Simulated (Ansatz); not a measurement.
**O: one input, then a changed one**

The cell comes from COD entry 2106431, which wasn't checked; take it as a given geometry. The listed cell was then made from it by scaling, straining or moving an atom.

First run: DFT, PBE, PAW with Ansatz's default frozen-core files, scalar-relativistic (Ansatz 0.2.0).

Command: `ansatz run input.yaml --threads 1 --pin off --max-ram 2048MiB --backend cpu --events-out ev --progress --plain --runs-dir out` The run took about 3 s on 1 thread of a shared machine.

```yaml
crystal:
  lattice:
    - [1.4024674646, 0.8097149681, 3.510549]
    - [-1.4024674646, 0.8097149681, 3.510549]
    - [0.0, -1.6194299364, 3.510549]
  atoms:
    - { symbol: O, position: [0.0577, 0.0577, 0.0577] }
    - { symbol: O, position: [0.9423, 0.9423, 0.9423] }
kpoints:
  mp_grid: { grid: [10, 10, 10] }
scf:
  occupations: { method: fermi_dirac, width: 0.02 }
hamiltonian:
  xc: pbe
  pseudopotentials: { kind: paw }
output:
  forces: true
  stress: true
  eigenvalues: true
  efg: { contact_densities: true }
```

Result: converged; pressure -2.30 GPa; largest force 0.153 eV/Å; no gap on the k mesh; 6 SCF iterations.

Solid oxygen carries moments on its molecules; these runs leave spin out.

The input is then changed:

```diff
@@ -8,5 +8,5 @@
     - { symbol: O, position: [0.9423, 0.9423, 0.9423] }
 kpoints:
-  mp_grid: { grid: [10, 10, 10] }
+  mp_grid: { grid: [15, 15, 15] }
 scf:
   occupations: { method: fermi_dirac, width: 0.02 }
@@ -19,3 +19,9 @@
   eigenvalues: true
   efg: { contact_densities: true }
+  write_density: true
+  write_potential: true
+  elf: true
+  volumetric_format: npy
+basis:
+  xc_grid: 1
```

(1) Predict the outcome of the changed run.

## Answers

(1) It converged; energy at zero smearing +0.5 meV/atom from the first run; pressure -2.27 GPa; largest force 0.158 eV/Å; no gap on the k mesh; 6 SCF iterations.
